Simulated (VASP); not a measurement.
# SrTiO3 (Tausonite) (Pm-3m) in VASP: further runs, part 2 of 2

VASP 6.6.1. The steps go on from the part before.

## (3) Phonons, PBE

This run uses another cell than the first one, of 12.23 Å³/atom, 1.035 times its volume.

The input, POSCAR:

```
SrTiO3
1.0
    3.9402048290      0.0000000000      0.0000000000
    0.0000000000      3.9402048290      0.0000000000
    0.0000000000      0.0000000000      3.9402048290
  Sr              Ti              O
     1     1     3
Direct
     0.5000000000000000    0.5000000000000000    0.5000000000000000
     0.0000000000000000    0.0000000000000000    0.0000000000000000
     0.5000000000000000    0.0000000000000000    0.0000000000000000
     0.0000000000000000    0.5000000000000000    0.0000000000000000
     0.0000000000000000    0.0000000000000000    0.5000000000000000
```

The input, INCAR.step1:

```
SYSTEM = SrTiO3
PREC = Accurate
ENCUT = 600
EDIFF = 1E-8
ISMEAR = 0
SIGMA = 0.03
LREAL = .FALSE.
LASPH = .TRUE.
NELM = 80
ALGO = Normal
ISIF = 3
LWAVE = .FALSE.
LCHARG = .FALSE.
GGA = PE
KPAR = 2
IBRION = 2
NSW = 40
EDIFFG = -0.002
```

The input, INCAR.step2:

```
SYSTEM = SrTiO3
PREC = Accurate
ENCUT = 600
EDIFF = 1E-8
ISMEAR = 0
SIGMA = 0.03
LREAL = .FALSE.
LASPH = .TRUE.
NELM = 80
ALGO = Normal
ISIF = 2
LWAVE = .FALSE.
LCHARG = .FALSE.
GGA = PE
KPAR = 2
IBRION = 6
NFREE = 2
POTIM = 0.015
NSW = 1
```

The input, KPOINTS:

```
Automatic mesh
0
G
  8 8 8
  0 0 0
```

Potentials or basis: VASP PAW PBE potentials, release 64 (Sr_sv, Ti_sv, O).

Run with:

```console
cat potpaw_PBE.64/Sr_sv/POTCAR potpaw_PBE.64/Ti_sv/POTCAR potpaw_PBE.64/O/POTCAR > POTCAR
cp INCAR.step1 INCAR
mpirun -np 2 vasp_std > vasp.out
cp CONTCAR POSCAR
cp INCAR.step2 INCAR
mpirun -np 2 vasp_std > vasp.out
```

OUTCAR:

```text
SYSTEM = SrTiO3
   PREC = Accurate
   ENCUT = 600
   EDIFF = 1E-8
   ISMEAR = 0
   LREAL = .FALSE.
   LASPH = .TRUE.
   NELM = 80
   ISIF = 2
   GGA = PE
   IBRION = 6
   NFREE = 2
   POTIM = 0.015
   NSW = 1

 ion  position               nearest neighbor table
   1  0.500  0.500  0.500-   3 2.79   4 2.79   5 2.79   3 2.79   4 2.79   3 2.79   5 2.79   3 2.79
                             4 2.79   5 2.79   4 2.79   5 2.79   2 3.41   2 3.41   2 3.41   2 3.41
   2  0.000  0.000  0.000-   3 1.97   4 1.97   5 1.97   5 1.97   4 1.97   3 1.97   1 3.41   1 3.41
                             1 3.41   1 3.41   1 3.41   1 3.41   1 3.41   1 3.41
   3  0.500  0.000  0.000-   2 1.97   2 1.97   1 2.79   1 2.79   1 2.79   1 2.79
   4  0.000  0.500  0.000-   2 1.97   2 1.97   1 2.79   1 2.79   1 2.79   1 2.79
   5  0.000  0.000  0.500-   2 1.97   2 1.97   1 2.79   1 2.79   1 2.79   1 2.79

  LATTYP: Found a simple cubic cell.
 ALAT       =     3.9397529819

  Lattice vectors:

 A1 = (   3.9397529819,   0.0000000000,   0.0000000000)
 A2 = (   0.0000000000,   3.9397529819,   0.0000000000)
 A3 = (   0.0000000000,   0.0000000000,   3.9397529819)
[... 1198 lines left out ...]

 INTERNAL STRAIN TENSORS FROM DISPLACED ATOMS
 ============================================

 INTERNAL STRAIN TENSOR FOR ION    1 for displacements in x,y,z  (eV/Angst):
          X           Y           Z          XY          YZ          ZX
  --------------------------------------------------------------------------------
  x     0.00000     0.00000     0.00000     0.00000     0.00000     0.00000
  y     0.00000     0.00000     0.00000     0.00000     0.00000     0.00000
  z     0.00000     0.00000     0.00000     0.00000     0.00000     0.00000

 INTERNAL STRAIN TENSOR FOR ION    5 for displacements in x,y,z  (eV/Angst):
          X           Y           Z          XY          YZ          ZX
  --------------------------------------------------------------------------------
  x     0.00000     0.00000     0.00000     0.00000     0.00000     0.00000
  y     0.00000     0.00000     0.00000     0.00000     0.00000     0.00000
  z     0.00000     0.00000     0.00000     0.00000     0.00000     0.00000

 Eigenvectors and eigenvalues of the dynamical matrix
 ----------------------------------------------------

   1 f  =   15.284876 THz    96.037710 2PiTHz  509.848594 cm-1    63.213141 meV
             X         Y         Z           dx          dy          dz
      1.969876  1.969876  1.969876     0.003348   -0.036809   -0.000000
      0.000000  0.000000  0.000000    -0.005893    0.064787   -0.000000
      1.969876  0.000000  0.000000    -0.072946   -0.414199   -0.000000
      0.000000  1.969876  0.000000     0.037676    0.801948    0.000000
      0.000000  0.000000  1.969876     0.037676   -0.414199   -0.000000
[... 105 lines left out ...]
  15 f/i=    3.861028 THz    24.259555 2PiTHz  128.790034 cm-1    15.967922 meV
             X         Y         Z           dx          dy          dz
      1.969876  1.969876  1.969876    -0.023547   -0.022963    0.169391
      0.000000  0.000000  0.000000    -0.077193   -0.075277    0.555304
      1.969876  0.000000  0.000000     0.068220    0.059536   -0.439187
      0.000000  1.969876  0.000000     0.061051    0.066527   -0.439187
      0.000000  0.000000  1.969876     0.061051    0.059536   -0.490758

 ELASTIC MODULI CONTR FROM IONIC RELAXATION (kBar)
 Direction    XX          YY          ZZ          XY          YZ          ZX
 --------------------------------------------------------------------------------
 XX           0.0000      0.0000      0.0000      0.0000      0.0000      0.0000
 YY           0.0000      0.0000      0.0000      0.0000      0.0000      0.0000
 ZZ           0.0000      0.0000      0.0000      0.0000      0.0000      0.0000
 XY           0.0000      0.0000      0.0000      0.0000      0.0000      0.0000
 YZ           0.0000      0.0000      0.0000      0.0000      0.0000      0.0000
 ZX           0.0000      0.0000      0.0000      0.0000      0.0000      0.0000
 --------------------------------------------------------------------------------
```

OUTCAR.step1:

```text
SYSTEM = SrTiO3
   PREC = Accurate
   ENCUT = 600
   EDIFF = 1E-8
   ISMEAR = 0
   LREAL = .FALSE.
   LASPH = .TRUE.
   NELM = 80
   ISIF = 3
[... 957 lines left out ...]
  -------------------------------------------------------------------------------------
  Total        0.0002472      0.0002472      0.0002472      0.0000000      0.0000000      0.0000000
  in kB        0.0064780      0.0064780      0.0064780      0.0000000      0.0000000      0.0000000
  external PRESSURE =       0.0064780 kB  Pullay stress =       0.0000000 kB
[... 20 lines left out ...]
  FREE ENERGIE OF THE ION-ELECTRON SYSTEM (eV)
  ---------------------------------------------------
  free  energy   TOTEN  =       -40.1103536549 eV

  energy  without entropy=      -40.1103536549  energy(sigma->0) =      -40.11035365

 reached required accuracy - stopping structural energy minimisation
```

Run time: 8.4 min. Hardware: 2 MPI ranks of Intel Xeon Platinum 8375C at 2.90GHz (Ice Lake), shared host; peak memory 0.45 GiB.

Results:

```
Highest phonon frequency at Γ, LO-TO splitting left out : 510 cm⁻¹
Most unstable mode                                      : 129i cm⁻¹
```

Phonon frequencies in cm⁻¹ (negative: imaginary):
| q point | frequencies |
| --- | --- |
| (0.000, 0.000, 0.000) | -129 -129 -129 0 0 0 146 146 146 233 233 233 510 510 510 |

Caveat: some modes are imaginary.

## (4) Dielectric tensor, PBE

This run uses another cell than the first one, of 12.23 Å³/atom, 1.035 times its volume.

The input, INCAR:

```
SYSTEM = SrTiO3
PREC = Accurate
ENCUT = 600
EDIFF = 1E-8
ISMEAR = 0
SIGMA = 0.03
LREAL = .FALSE.
LASPH = .TRUE.
NELM = 80
ALGO = Normal
ISIF = 2
LWAVE = .FALSE.
LCHARG = .FALSE.
GGA = PE
LEPSILON = .TRUE.
KPAR = 2
```

The input, KPOINTS:

```
Automatic mesh
0
Monkhorst
  10 10 10
  0 0 0
```

The input, POSCAR:

```
SrTiO3                                  
1.0
    3.9397529819      0.0000000000     -0.0000000000
   -0.0000000000      3.9397529819     -0.0000000000
    0.0000000000      0.0000000000      3.9397529819
  Sr              Ti              O             
     1     1     3
Direct
     0.5000000000000000    0.5000000000000000    0.5000000000000000
     0.0000000000000000    0.0000000000000000    0.0000000000000000
     0.5000000000000000    0.0000000000000000    0.0000000000000000
     0.0000000000000000    0.5000000000000000    0.0000000000000000
     0.0000000000000000    0.0000000000000000    0.5000000000000000
```

Potentials or basis: VASP PAW PBE potentials, release 64 (Sr_sv, Ti_sv, O).

Run with:

```console
cat potpaw_PBE.64/Sr_sv/POTCAR potpaw_PBE.64/Ti_sv/POTCAR potpaw_PBE.64/O/POTCAR > POTCAR
mpirun -np 2 vasp_std > vasp.out
```

OUTCAR:

```text
SYSTEM = SrTiO3
   PREC = Accurate
   ENCUT = 600
   EDIFF = 1E-8
   ISMEAR = 0
   LREAL = .FALSE.
   LASPH = .TRUE.
   NELM = 80
   ISIF = 2
   GGA = PE
   LEPSILON = .TRUE.

 ion  position               nearest neighbor table
   1  0.500  0.500  0.500-   3 2.79   4 2.79   5 2.79   3 2.79   4 2.79   3 2.79   5 2.79   3 2.79
                             4 2.79   5 2.79   4 2.79   5 2.79   2 3.41   2 3.41   2 3.41   2 3.41
   2  0.000  0.000  0.000-   3 1.97   4 1.97   5 1.97   5 1.97   4 1.97   3 1.97   1 3.41   1 3.41
                             1 3.41   1 3.41   1 3.41   1 3.41   1 3.41   1 3.41
   3  0.500  0.000  0.000-   2 1.97   2 1.97   1 2.79   1 2.79   1 2.79   1 2.79
   4  0.000  0.500  0.000-   2 1.97   2 1.97   1 2.79   1 2.79   1 2.79   1 2.79
   5  0.000  0.000  0.500-   2 1.97   2 1.97   1 2.79   1 2.79   1 2.79   1 2.79

[... 925 lines left out ...]

 PIEZOELECTRIC TENSOR (including local field effects)  for field in x, y, z        (e  Angst)
          XX          YY          ZZ          XY          YZ          ZX
  --------------------------------------------------------------------------------
  x     0.00000     0.00000     0.00000     0.00000     0.00000     0.00000
  y     0.00000     0.00000     0.00000     0.00000     0.00000     0.00000
  z     0.00000     0.00000     0.00000     0.00000     0.00000     0.00000

 PIEZOELECTRIC TENSOR (including local field effects)  for field in x, y, z        (C/m^2)
          XX          YY          ZZ          XY          YZ          ZX
  --------------------------------------------------------------------------------
  x     0.00000     0.00000     0.00000     0.00000     0.00000     0.00000
  y     0.00000     0.00000     0.00000     0.00000     0.00000     0.00000
  z     0.00000     0.00000     0.00000     0.00000     0.00000     0.00000

 BORN EFFECTIVE CHARGES (including local field effects) (in |e|, cummulative output)
 ---------------------------------------------------------------------------------
 ion    1
    1     2.54606    -0.00000    -0.00000
    2     0.00000     2.54606    -0.00000
    3    -0.00000    -0.00000     2.54606
 ion    2
    1     7.37135    -0.00000     0.00000
    2     0.00000     7.37135     0.00000
    3     0.00000    -0.00000     7.37135
 ion    3
    1    -5.87104    -0.00000    -0.00000
    2     0.00000    -2.02319     0.00000
    3     0.00000    -0.00000    -2.02319
 ion    4
    1    -2.02319     0.00000    -0.00000
    2    -0.00000    -5.87104    -0.00000
    3    -0.00000     0.00000    -2.02319
 ion    5
    1    -2.02319     0.00000     0.00000
    2     0.00000    -2.02319    -0.00000
    3     0.00000    -0.00000    -5.87104
```

stdout:

```text
POSCAR found type information on POSCAR SrTiO
 POSCAR found :  3 types and       5 ions
 scaLAPACK will be used
 LDA part: xc-table for (Slater+PW92), standard interpolation
 POSCAR, INCAR and KPOINTS ok, starting setup
 FFT: planning ... GRIDC
 FFT: planning ... GRID_SOFT
 FFT: planning ... GRID
 WAVECAR not read
 entering main loop
 Linear response reoptimize wavefunctions to high precision
 Linear response G [H, r] |phi>, progress :
  Direction:   1
 Linear response G [H, r] |phi>, progress :
  Direction:   2
 Linear response G [H, r] |phi>, progress :
  Direction:   3
 Linear response to external field (no local field effect), progress :
  Direction:   1
 dielectric tensor                  component  1 :     3.945    -1.075    -0.622
 Linear response to external field (no local field effect), progress :
  Direction:   2
 dielectric tensor                  component  2 :    -1.075     6.812    -1.143
 Linear response to external field (no local field effect), progress :
  Direction:   3
 dielectric tensor                  component  3 :    -0.622    -1.143     8.553
 Linear response to external field, progress :
  Direction:   1
 dielectric tensor                  component  1 :     6.328    -0.936    -0.960
 Linear response to external field, progress :
  Direction:   2
 dielectric tensor                  component  2 :    -0.935     6.329    -0.961
 Linear response to external field, progress :
  Direction:   3
 dielectric tensor                  component  3 :    -0.836    -1.060     6.329
 Born effective charges drift removed
```

Run time: 24 min. Hardware: 2 MPI ranks of Intel Xeon Platinum 8375C at 2.90GHz (Ice Lake), shared host; peak memory 0.5 GiB.

Results:

```yaml
Electronic_dielectric_tensor_diagonal: 6.33
Born_charges_mean_of_the_diagonal: Sr +2.55; Ti +7.37; O -3.31 e
```

Electronic dielectric tensor:
```
6.33 0.00 0.00
0.00 6.33 0.00
0.00 0.00 6.33
```

Born effective charge tensors (e):
atom 1, Sr
```
2.55 0.00 0.00
0.00 2.55 0.00
0.00 0.00 2.55
```
atom 2, Ti
```
7.37 0.00 0.00
0.00 7.37 0.00
0.00 0.00 7.37
```
atom 3, O
```
-5.87  0.00  0.00
 0.00 -2.02  0.00
 0.00  0.00 -2.02
```
atom 4, O
```
-2.02  0.00  0.00
 0.00 -5.87  0.00
 0.00  0.00 -2.02
```
atom 5, O
```
-2.02  0.00  0.00
 0.00 -2.02  0.00
 0.00  0.00 -5.87
```
